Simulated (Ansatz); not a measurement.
# AlRu: straining the crystal, uniaxial strain along a

An exercise on one series of results from a longer session: the logs are not shown, and one member is left open.

Computed with Ansatz 0.2.0 (DFT r2SCAN, scalar-relativistic, plane waves, PAW, unless a step's input says otherwise).

2 further runs of the same task are left out: 2 set aside as unsound or not needed.

### Starting point

The structure is cubic, space group Pm-3m (No. 221). Conventional cell: a = 2.982 Å, b = 2.982 Å, c = 2.982 Å, α = 90.00°, β = 90.00°, γ = 90.00°. Around Al (site symmetry m-3m) lie 8 Ru at 2.58 Å. Ru (site symmetry m-3m) has 8 Al at 2.58 Å as nearest neighbours.

As a file:

```
Al Ru
1.0
     2.98250    0.00000    0.00000
     0.00000    2.98250    0.00000
     0.00000    0.00000    2.98250
Al Ru
1 1
Direct
  0.00000 0.00000 0.00000
  0.50000 0.50000 0.50000
```

It goes back to an entry of the Materials Project, which need not be the stable form.

It is the result of an earlier relaxation at this level (volume 13.27 Å³/atom; gap on the mesh: none (metal)).

The unstrained cell was computed beforehand with the same settings: E(σ→0) = -6432.5442 eV for 2 atoms, gap none (metal).

The first run:

The input, input.yaml:

```yaml
crystal:
  lattice:
    - [2.9377580084, 0.0, 0.0]
    - [0.0, 2.9936797979, 0.0]
    - [0.0, 0.0, 2.9936797979]
  atoms:
    - { symbol: Al, position: [0.0, 0.0, 0.0] }
    - { symbol: Ru, position: [0.5, 0.5, 0.5] }
basis:
  ecutwfc: 500
kpoints:
  mp_grid: { grid: [18, 18, 18] }
hamiltonian:
  xc: r2scan
scf:
  occupations: { method: gaussian, width: 0.1 }
output:
  forces: true
  stress: true
  eigenvalues: true
  write_density: true
  write_potential: true
  elf: true
  volumetric_format: npy
relax:
  adjacent_minimum: "off"
  f_tol: 0.008
  max_steps: 40
  cell: { stress_tol: 0.015, fix: [a, angles] }
```

The run is started by

```console
$ ansatz run input.yaml --threads 1 --pin off --max-ram 2560MiB --backend cpu --events-out ev --progress --plain --runs-dir out
```

Among the steps run: At -1.5 %; At +1.5 %; The cell strained by -3.0 %; At +3.0 %; At -4.5 %; The cell strained by +4.5 %.

One table of the session follows, with a row left open; its other results are not shown here.

| strain (%) | ΔE (meV/atom) | a (Å) | b (Å) | c (Å) |
| --- | --- | --- | --- | --- |
| -4.5 | 23.4 | 2.848 | 3.026 | 3.026 |
| -3.0 | 10.1 | 2.893 | 3.011 | 3.011 |
| -1.5 | 2.5 | 2.938 | 2.996 | 2.996 |
| +0.0 | 0.0 | 2.982 | 2.982 | 2.982 |
| +1.5 | 2.4 | 3.027 | 2.969 | 2.969 |
| +3.0 | ? | ? | ? | ? |
| +4.5 | 19.5 | 3.117 | 2.943 | 2.943 |

**Question.** Estimate the row for strain (%) = +3.0.

Worked estimate for «ΔE (meV/atom)». A straight line through the neighbours (1.5, 2.4) and (4.5, 19.5) gives 2.4 + (19.5 − 2.4) × (3.0 − 1.5) / (4.5 − 1.5) = 11.0; a parabola fitted to 3 rows on both sides gives 8.9.

The run gave: ΔE (meV/atom): 9.1; a (Å): 3.072; b (Å): 2.955; c (Å): 2.955. In «ΔE (meV/atom)» the line misses by +1.9 and the parabola by -0.2.

ΔE is over the unstrained cell. Stress in GPa, positive in compression, on the Cartesian axes of the input. 
